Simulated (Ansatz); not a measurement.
Consider MoS2 (layers cut from the bulk crystal).

The cell holds 9 atoms: 6 S and 3 Mo. Its edges and angles: a = 3.116 Å, b = 3.116 Å, c = 52.600 Å, α = 90.0°, β = 90.0°, γ = 120.0°. It derives from MoS2. Regions: layer 1, 3 atoms (2 S and 1 Mo); layer 2, 3 atoms (2 S and 1 Mo); layer 3, 3 atoms (2 S and 1 Mo). Vacuum lies along c.

```xyz
9
Lattice="3.1159 0.0000 0.0000 -1.5579 2.6984 0.0000 0.0000 0.0000 52.6000" Properties=species:S:1:pos:R:3
S     1.9474    0.6746   18.9379
Mo   -1.1685    2.4736   20.5005
S     1.9474    0.6746   22.0623
S    -1.1685    2.4736   24.7406
Mo    0.3895    1.5741   26.2981
S    -1.1685    2.4736   27.8596
S     0.3895    1.5741   30.5384
Mo    1.9474    0.6746   32.0978
S     0.3895    1.5741   33.6621
```

The structure was relaxed with PBEsol-D3(BJ). At the settings of the band run the largest force is still 0.10 eV/Å. The runs that relaxed it are not among those shown. PAW set soft_2, made with PBE.

Gaps computed with Ansatz 0.2.0 without a self-energy: PBEsol 0.75 eV and HSE06 1.34 eV.

Question: What gap should G0W0 on PBEsol give (9×9×1 mesh, 588 empty bands, screening to 70 eV, default PAW files)?

About 1.22 eV: on its mesh the run moves the gap from 0.82 eV by +0.47 eV, and the mesh misses the edges by 0.07 eV. Among the scalar-relativistic levels given, HSE06 is nearest (+0.12 eV). Bands and cutoff are finite, so the gap is not at the basis limit. The miss can reach some tenths of an eV and take either sign; the mesh is an error of its own. The mesh in the plane is coarse for a sheet; gap and any exciton binding can still move on denser ones. The many-body steps are scalar-relativistic: spin-orbit coupling is not in them.

[Paths, hosts, dates, memory and timing lines, banners, echoed tables and standing remarks are left out of the program output.]

[Logs are printed without paths, hosts, clocks, repeated set-up lines and the standing remarks that a program may print on its own settings, such as how far it seeks lower states.]

[Runs of the session that timed out or met a known fault of the program may be left out.]

[Cells called generated may have been cut or substituted from an entry of the Crystallography Open Database or the Materials Project.]

[Hosts, paths, dates, database ids (printed as entryN), source tags and the programs' standing remarks are cut or masked in the printed files.]
